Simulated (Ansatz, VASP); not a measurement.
# NaF in VASP and in Ansatz

The input POSCAR:

```
NaF
1.0
    0.0000000000      2.2536010000      2.3581495000
    2.2536010000      0.0000000000      2.3581495000
    2.2536010000      2.2536010000      0.0000000000
Na F
1 1
Direct
    0.0000000000      0.0000000000      0.0000000000
    0.5000000000      0.5000000000      0.5000000000
```

The input INCAR.step1:

```
SYSTEM = NaF
  PREC = Accurate
  ENCUT = 520
  ISMEAR = 0
  SIGMA = 0.05
  LREAL = .False.
  LASPH = .True.
  NELM = 80
  NBANDS = 14
  GGA = PE
  ALGO = Normal
  EDIFF = 1E-4
  LWAVE = .True.
  LCHARG = .False.
```

INCAR.step2

```
SYSTEM = NaF
  PREC = Accurate
  ENCUT = 520
  EDIFF = 1E-6
  ISMEAR = 0
  SIGMA = 0.05
  LREAL = .False.
  LASPH = .True.
  NELM = 80
  ALGO = Normal
  ISIF = 2
  LWAVE = .False.
  LCHARG = .False.
  METAGGA = R2SCAN
  LMIXTAU = .True.
  NBANDS = 14
  ISTART = 1
```

KPOINTS

```
regular mesh
0
Gamma
  8 8 8
  0 0 0
```

Input for Ansatz:

```yaml
crystal:
  lattice:
    - [0.0, 2.253601, 2.3581495]
    - [2.253601, 0.0, 2.3581495]
    - [2.253601, 2.253601, 0.0]
  atoms:
    - { symbol: Na, position: [0.0, 0.0, 0.0] }
    - { symbol: F, position: [0.5, 0.5, 0.5] }
basis:
  ecutwfc: 500
kpoints:
  mp_grid: { grid: [8, 8, 8] }
hamiltonian:
  xc: r2scan
scf:
  occupations: { method: gaussian, width: 0.05 }
output:
  forces: true
  stress: true
  eigenvalues: true
```

Change from the starting cell: strain -0.030 along x and y, +0.015 along z, atoms carried along.

Alike in both runs: task single point; functional r2SCAN; k mesh 8 × 8 × 8; occupations gaussian, width 0.05 eV; no spin polarisation.

```csv
,VASP,Ansatz
version,VASP 6.6.1,Ansatz 0.2.0
potentials or method,"VASP PAW PBE potentials, release 64 (Na_pv, F)","scalar-relativistic, plane waves, PAW"
plane-wave cutoff (eV),520,500
valence electrons in the cell,14,16
```

Ansatz gave:

```
gap on the k mesh at the Fermi level (eV)       : 7.34
least direct gap on the mesh (eV)               : 7.34
pressure (GPa)                                  : 1.0
largest component of the traceless stress (GPa) : 2.88
```

Estimate VASP's values.

gap on the k mesh at the Fermi level (eV): 7.38; least direct gap on the mesh (eV): 7.38; pressure (GPa): 0.3; largest component of the traceless stress (GPa): 2.87.

With one functional, cell and mesh, what is left measures potentials, basis and numerics. The two sets of potentials don't hold the same shells in valence.

Caveats: the PAW data sets were made with another functional, which shifts forces and pressure a little (VASP).
